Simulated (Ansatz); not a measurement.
# CuO (Tenorite): the cost of one run

Method: DFT PBE, scalar-relativistic, plane waves, PAW, in Ansatz 0.2.0.

### Step 1. Starting point

It takes space group C2/c (No. 15, monoclinic). Conventional cell: a = 4.684 Å, b = 3.423 Å, c = 5.129 Å, α = 90.00°, β = 99.54°, γ = 90.00°. Around Cu (site symmetry -1) lie 4 O at 1.95 to 1.96 Å. Around O (site symmetry 2) lie 4 Cu at 1.95 to 1.96 Å.

Structure file:

```cif
data_structure
_symmetry_space_group_name_H-M 'C2/c'
_symmetry_Int_Tables_number 15
_cell_length_a 4.6837
_cell_length_b 3.4226
_cell_length_c 5.1288
_cell_angle_alpha 90.000
_cell_angle_beta 99.540
_cell_angle_gamma 90.000
_cell_volume 81.08
loop_
_atom_site_label
_atom_site_type_symbol
_atom_site_symmetry_multiplicity
_atom_site_Wyckoff_symbol
_atom_site_fract_x
_atom_site_fract_y
_atom_site_fract_z
_atom_site_occupancy
Cu1 Cu 4 c 0.25000 0.25000 0.00000 1
O1 O 4 e 0.50000 0.91840 0.25000 1
```

The moments start at Cu 1.00 μB.

### Step 2. First run, at the start cell

input.yaml reads:

```yaml
crystal:
  lattice:
    - [2.34185, -1.7113, 0.0]
    - [2.34185, 1.7113, 0.0]
    - [-0.8500274268, 0.0, 5.0578693947]
  atoms:
    - { symbol: Cu, position: [0.0, 0.5, 0.0], spin: 1.0 }
    - { symbol: Cu, position: [0.5, 0.0, 0.5], spin: 1.0 }
    - { symbol: O, position: [0.5816, 0.4184, 0.25] }
    - { symbol: O, position: [0.4184, 0.5816, 0.75] }
basis:
  ecutwfc: 420
  ecutrho_ratio: 4
kpoints:
  mp_grid: { grid: [12, 12, 8] }
hamiltonian:
  xc: pbe
scf:
  occupations: { method: gaussian, width: 0.05 }
output:
  forces: true
  stress: true
  eigenvalues: true
  populations: true
magnetization:
  spin_polarized: true
relax:
  f_tol: 0.01
  max_steps: 60
  cell: { stress_tol: 0.04 }
```

Command:

```sh
$ ansatz run input.yaml --threads 4 --pin off --max-ram 10240MiB --backend cpu --events-out ev --progress --plain --runs-dir out
```

**Question.** How long does this run take on 4 threads of Intel Xeon 6975P-C (Granite Rapids), shared host, and how much memory does it need?

About 2.7 min, with a peak of 0.99 GiB.
